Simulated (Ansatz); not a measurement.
The system is InAs.

```
CELL_PARAMETERS angstrom
0.00000 3.01800 3.01800
3.01800 0.00000 3.01800
3.01800 3.01800 0.00000
ATOMIC_POSITIONS crystal
In 0.00000 0.00000 0.00000
As 0.75000 0.75000 0.75000
```

Base run:

```yaml
Program: Ansatz 0.2.0
Functional: PBEsol
Potentials_or_basis: Ansatz PAW
Cutoff: "420 eV (not typed: the program's choice for these potentials)"
k_mesh: 8 × 8 × 8
Occupations: gaussian, width 0.05 eV
Spin: no spin polarisation
```

Its results: band gap on the k mesh none (metal or under the smearing width); pressure 1.5 GPa.

Q: The run is repeated on the same cell with these changes: functional from PBEsol to LDA; occupations from gaussian, width 0.05 eV to gaussian, width 0.02 eV. What comes out?

A: Band gap on the k mesh none (metal or under the smearing width); pressure -0.3 GPa.

Caveats: the PAW data sets come from PBE, with cores solved anew for the run's functional, which leaves a small shift of forces and pressure; this crystal is a semiconductor, whose small gap the functional closes, so the metal is an error of the method.
